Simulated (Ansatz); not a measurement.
Crystal: TePt.

```
Pt Te
1.0
     1.98157    1.14406    6.66103
    -1.98157    1.14406    6.66103
     0.00000   -2.28812    6.66103
Pt Te
2 2
Direct
  0.12967 0.12967 0.12967
  0.87033 0.87033 0.87033
  0.40200 0.40200 0.40200
  0.59800 0.59800 0.59800
```

| Quantity | Value |
| --- | --- |
| Program | Ansatz 0.2.0 |
| Task | single point |
| Functional | PBEsol |
| Potentials or basis | Ansatz PAW |
| Cutoff | 420 eV (not typed: the program's choice for these potentials) |
| k mesh | 8 × 8 × 8 |
| Occupations | fermi-dirac, width 0.05 eV |
| Spin | no spin polarisation |

On this cell: pressure -0.3 GPa; largest force 0.191 eV/Å; band gap on the k mesh none (metal or under the smearing width).

The same run follows on a disturbed copy (atoms moved at random, drawn with an rms of 0.05 Å):

```
Pt Te
1.0
     1.98157    1.14406    6.66103
    -1.98157    1.14406    6.66103
     0.00000   -2.28812    6.66103
Pt Te
2 2
Cartesian
  -0.0211 0.0222 2.5663
  -0.0538 0.0106 17.4149
  0.0135 -0.0003 8.0384
  -0.0035 -0.0112 11.9243
```

Task: What does the disturbed cell give?

Result: The energy (extrapolated to zero smearing) moves by +12.3 meV/atom; pressure 0.6 GPa; largest force 0.937 eV/Å; band gap on the k mesh none (metal or under the smearing width).

Forces on the atoms (eV/Å):
```
Pt   0.121 -0.228  0.576
Pt   0.589 -0.151 -0.713
Te  -0.272  0.168 -0.325
Te  -0.438  0.211  0.462
```

Stress tensor (GPa, compression positive):
```
 0.99 -0.07  0.05
-0.07  0.70  0.23
 0.05  0.23  0.16
```

Caveats: the PAW data sets come from PBE, with cores solved anew for the run's functional, which leaves a small shift of forces and pressure.
